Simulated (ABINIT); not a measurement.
Crystal: PtS2.

```
Pt S
1.0
     3.54320    0.00000    0.00000
    -1.77160    3.06850    0.00000
     0.00000    0.00000    5.03880
Pt S
1 2
Direct
  0.00000 0.00000 0.00000
  0.66667 0.33333 0.77300
  0.33333 0.66667 0.22700
```

| Quantity | Value |
| --- | --- |
| Program | ABINIT 10.8.3 (patched build) |
| Task | relaxation of cell and atoms |
| Functional | LDA |
| Potentials or basis | PseudoDojo NC SR LDA v0.4.1 standard |
| Cutoff | 1088 eV |
| k mesh | 7 × 7 × 4 |
| Occupations | fermi-dirac, width 0.05 eV |
| Spin | no spin polarisation |

At the start: pressure 3.4 GPa; volume 18.26 Å³/atom.

Q: Where does the relaxation end?

A: Over 16 steps the energy falls by 31.5 meV/atom and the volume is 16.51 Å³/atom (-9.6 %); space group P-3m1 (No. 164, to 0.05 Å).

The path:
```csv
step,energy change (eV),largest force (eV/Å),pressure (GPa),volume (Å³)
1,0.0000,0.7865,3.40,54.78
2,-0.0185,0.5217,1.06,55.36
3,-0.0279,0.2539,-1.01,55.79
4,-0.0315,0.1620,-1.45,55.76
5,-0.0398,0.0128,-1.71,55.26
6,-0.0439,0.0393,-1.08,54.67
7,-0.0464,0.0064,-0.18,54.11
8,-0.0487,0.0618,0.51,53.66
9,-0.0544,0.1637,1.70,52.67
10,-0.0648,0.3046,3.44,50.80
11,-0.0758,0.3716,4.31,49.10
12,-0.0870,0.2462,2.67,48.59
13,-0.0937,0.0319,-0.50,49.89
14,-0.0945,0.0131,-0.01,49.55
15,-0.0945,0.0004,0.01,49.52
16,-0.0945,0.0001,0.00,49.53
```

Final structure:
```yaml
crystal:
  lattice:
    - [3.56316, 0.00000, 0.00000]
    - [-1.78158, 3.08579, 0.00000]
    - [0.00000, 0.00000, 4.50444]
  atoms:
    - { symbol: Pt, position: [0.00000, 0.00000, 0.00000] }
    - { symbol: S, position: [0.66667, 0.33333, 0.73691] }
    - { symbol: S, position: [0.33333, 0.66667, 0.26309] }
```
